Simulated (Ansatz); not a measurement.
# Al2Cu: a faulty run and its cure

Intended: Al2Cu, PBEsol, plane waves and PAW in Ansatz. The input:

```yaml
crystal:
  lattice:
    - [4.105182, 0.0, 0.0]
    - [0.0, 4.105182, 0.0]
    - [0.0, 0.0, 2.891313]
  atoms:
    - { symbol: Al, position: [0.5166496157, 0.0136165787, 0.5050751731] }
    - { symbol: Al, position: [0.0062199064, 0.5144214409, 0.4969152411] }
    - { symbol: Cu, position: [-0.0109561314, -0.0260262672, 0.0572405625] }
basis:
  ecutwfc: 420
kpoints:
  mp_grid: { grid: [6, 6, 8] }
hamiltonian:
  xc: pbesol
scf:
  occupations: { method: gaussian, width: 0.1 }
output:
  forces: true
  stress: true
  eigenvalues: true
relax:
  adjacent_minimum: "off"
  f_tol: 0.005
  max_steps: 2
  cell: { stress_tol: 0.05 }
```

Command:

```bash
ansatz run input.yaml --threads 1 --pin off --max-ram 2560MiB --backend cpu --events-out ev --progress --plain --runs-dir out
```

From the log (HF is the Harris–Foulkes energy, dr2 the density residual in eV):

```text
PAW frozen core: Al, regenerated for the run's functional, and the local potential with it (the file was generated under x = pbe(κ = 0.804, μ = 0.2195), c = pbe(β = 0.0667))
PAW frozen core: Cu, regenerated for the run's functional, and the local potential with it (the file was generated under x = pbe(κ = 0.804, μ = 0.2195), c = pbe(β = 0.0667))
Initial density: superposition of atomic densities, corrected by the library's trained network
SCF iter   1: HF=-7637.727904 eV  Δρ=1.20e-2  dr2=4.20e-2
SCF iter   2: HF=-7637.720877 eV  Δρ=1.25e-3  dr2=8.97e-4
SCF iter   3: HF=-7637.720411 eV  Δρ=1.37e-3  dr2=9.44e-4
SCF iter   4: HF=-7637.720239 eV  Δρ=5.95e-4  dr2=1.97e-4
   ...
SCF 1 converged in 7 iterations: F = -7637.720170 eV  dr2 = 2.31e-8
relax step   1: F+E_penalty+E_count = -7637.72017013 eV  Δ(F+E_penalty+E_count) = +0.000e0 eV  max|allowed force component| = 1.234e0 eV/Å  Δτ_max = 0.0000 Å  P = +0.152 GPa  Ω = 48.726 Å³  (7 SCF iters, dr2 threshold 1.00e-7 eV, accepted)
Crystal: 3 atoms, lattice volume = 47.383 Å³
Basis set: ecut = 420 eV, 927 PW (Γ), exchange–correlation on 60×60×40 points (8 copies of the dense FFT grid, shifted against one another)
Initial density: handed on by an earlier stage of this run
SCF iter   8: HF=-7637.867199 eV  Δρ=2.91e-6  dr2=4.35e-9
SCF iter   9: HF=-7637.867199 eV  Δρ=5.12e-7  dr2=1.24e-10
SCF iter  10: F=-7637.867199 eV  HF=-7637.867199 eV  Δρ=1.20e-7  dr2=6.79e-12
SCF 2 converged in 10 iterations: F = -7637.867199 eV  dr2 = 6.79e-12
relax step   2: F+E_penalty+E_count = -7637.86719876 eV  Δ(F+E_penalty+E_count) = -1.470e-1 eV  max|allowed force component| = 7.059e-1 eV/Å  Δτ_max = 0.0533 Å  P = +1.223 GPa  Ω = 47.383 Å³  energy of the carried Pulay correction = +5.176e-4 eV  (10 SCF iters, accepted)
Step failed. What follows is not a result of the run: it is the report of the last solve that finished, which converged after 10 SCF iterations.
Free energy (F): -7637.867199 eV
E sigma→0 (E₀):  -7637.864608 eV
Entropy (-TS):   -0.005182 eV (-1.727 meV/atom)
Fermi energy:    9.721088 eV
--- Forces (eV/Å), atoms counted from 1 ---
  atom   1  Al    -0.40551365    -0.07792416     0.30484406
  atom   2  Al    -0.01652891    -0.62798601     0.40100777
  atom   3  Cu     0.42204171     0.70590838    -0.70584897
--- Stress (GPa, compression-positive) ---
        1.418855      -0.482155      -0.788639
       -0.482155       2.628905      -1.396582
       -0.788639      -1.396582      -0.566733
  P = ⅓ Tr σ = 1.1603 GPa (11.603 kbar)
```

**Question.** What is wrong, and how is it cured?

**Answer.** The fault is a relaxation cut at too few steps. Forces or stress still stood over their tolerances at the last step allowed. The cure is more steps.

Mended input, as a difference:

```diff
 relax:
-  max_steps: 2
+  max_steps: 100
```

The mended run converges, with a pressure of -0.01 GPa, no gap.

The mended run took 98 s on 1 thread of Intel(R) Xeon(R) Platinum 8259CL CPU @ 2.50GHz (Skylake/Cascade Lake), with other jobs on the host, peak memory 0.5 GiB.